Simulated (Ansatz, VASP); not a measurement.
SrO in VASP and in Ansatz

```xyz
4
Lattice="3.6664 0.0000 0.0000 -1.8332 3.1752 0.0000 0.0000 0.0000 6.3987" Properties=species:S:1:pos:R:3 pbc="T T T"
Sr    0.0000    2.1168    1.6108
Sr    1.8332    1.0584    4.8101
O     0.0000    0.0000   -0.0607
O     0.0000    0.0000    3.1387
```

Change from the starting cell: mode 8 frozen in at -0.059 Å, equal normal strain along x, y and z +0.0250.

Alike in both runs: task single point; functional PBE; k mesh 9 × 9 × 4; occupations gaussian, width 0.05 eV; no spin polarisation.

|  | VASP | Ansatz |
| --- | --- | --- |
| version | VASP 6.6.1 | Ansatz 0.2.0 |
| potentials or method | VASP PAW PBE potentials, release 64 (Sr_sv, O) | scalar-relativistic, plane waves, PAW |
| plane-wave cutoff (eV) | 520 | 520 |
| valence electrons in the cell | 32 | 32 |

|  | VASP | Ansatz | Ansatz less VASP |
| --- | --- | --- | --- |
| gap on the k mesh at the Fermi level (eV) | 2.59 | 2.59 | +0.004 |
| least direct gap on the mesh (eV) | 2.59 | 2.59 | +0.004 |
| pressure (GPa) | -4.6 | -5.0 | -0.39 |
| largest component of the traceless stress (GPa) | 0.52 | 0.51 | -0.010 |
| rms of the force components (eV/Å) | 0.047 | 0.043 | -0.0043 |

Atom by atom the forces differ by 0.004 eV/Å (rms over components).

Caveats: an odd mesh through Γ misses points on the zone boundary, where band edges often lie.
